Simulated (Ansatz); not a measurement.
Crystal: Bi2Te2Se.

```xyz
5
Lattice="2.1610 1.2476 10.5856 -2.1610 1.2476 10.5856 0.0000 -2.4953 10.5856" Properties=species:S:1:pos:R:3 pbc="T T T"
Bi    0.0000    0.0000   12.4398
Bi    0.0000    0.0000   19.3169
Te    0.0000    0.0000   24.7831
Te    0.0000    0.0000    6.9736
Se    0.0000    0.0000    0.0000
```

The cell is a database's computed one.

Base run:

* Program: Ansatz 0.2.0
* Functional: LDA
* Potentials or basis: Ansatz PAW
* Cutoff: 420 eV
* Density cutoff: 1680 eV
* k mesh: 5 × 5 × 5
* Occupations: fermi-dirac, width 0.05 eV
* Spin: spin-orbit coupling, no magnetisation

Its results: band gap on the k mesh 0.16 eV, indirect (least direct gap 0.27 eV); pressure -2.3 GPa; largest force 0.062 eV/Å.

Problem. After a change of settings the same cell gave: band gap on the k mesh 0.17 eV, indirect (least direct gap 0.23 eV); pressure -1.1 GPa; largest force 0.094 eV/Å. Which change was it?
A. functional from LDA to r2SCAN; cutoff from 420 eV to 500 eV; density cutoff from 1680 eV to 2000 eV
B. functional from LDA to PBEsol
C. k mesh from 5 × 5 × 5 to 7 × 7 × 7; spin from spin-orbit coupling, no magnetisation to no spin polarisation; potential files from those of the base run to others of the same set

Solution. B.

PBEsol binds less tightly than LDA, so the same cell stands under more pressure.

Caveats: the PAW data sets come from PBE, with cores solved anew for the run's functional, which leaves a small shift of forces and pressure.

Not every run made on this cell is shown here.
